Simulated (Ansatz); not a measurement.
Ge:

```
CELL_PARAMETERS angstrom
-2.49590 2.65086 1.43695
2.49590 -2.65086 1.43695
2.49590 2.65086 -1.43695
ATOMIC_POSITIONS crystal
Ge 0.31406 0.06406 0.25000
Ge 0.68594 0.93594 0.75000
```

This isn't the form of Ge at room conditions, which is diamond.

- Program: Ansatz 0.2.0
- Task: relaxation of cell and atoms
- Functional: HSE03
- Potentials or basis: Ansatz PAW
- Cutoff: 420 eV (not typed: the program's choice for these potentials)
- k mesh: 6 × 6 × 6
- Occupations: fermi-dirac, width 0.05 eV
- Spin: no spin polarisation

At the start: volume 19.01 Å³/atom.

Q: Where does the relaxation end?

A: It ends after 7 steps and the volume is 18.73 Å³/atom (-1.5 %); space group Imma (No. 74, to 0.05 Å).

The path:
```tsv
step	energy change (eV)	largest force (eV/Å)	volume (Å³)
1	0.0000	0.0493	38.03
2	-0.0173	0.0415	37.34
3	-0.0184	0.0275	37.58
4	-0.0189	0.0021	37.34
5	-0.0191	0.0006	37.52
6	-0.0191	0.0005	37.45
7	-0.0190	0.0006	37.45
```

Final structure:
```
Ge
1.0
    -2.47918    2.70393    1.39672
     2.47918   -2.70393    1.39672
     2.47918    2.70393   -1.39672
Ge
2
Direct
  0.32658 0.07658 0.25000
  0.67342 0.92342 0.75000
```

Caveat: the k mesh is coarse (spacing up to 0.42 Å⁻¹), so the values aren't converged, least of all with exact exchange; the plane-wave basis is chosen anew once the cell has moved, so the energies of steps on either side of that aren't comparable; the PAW data sets come from PBE, with cores solved anew for the run's functional, which leaves a small shift of forces and pressure.
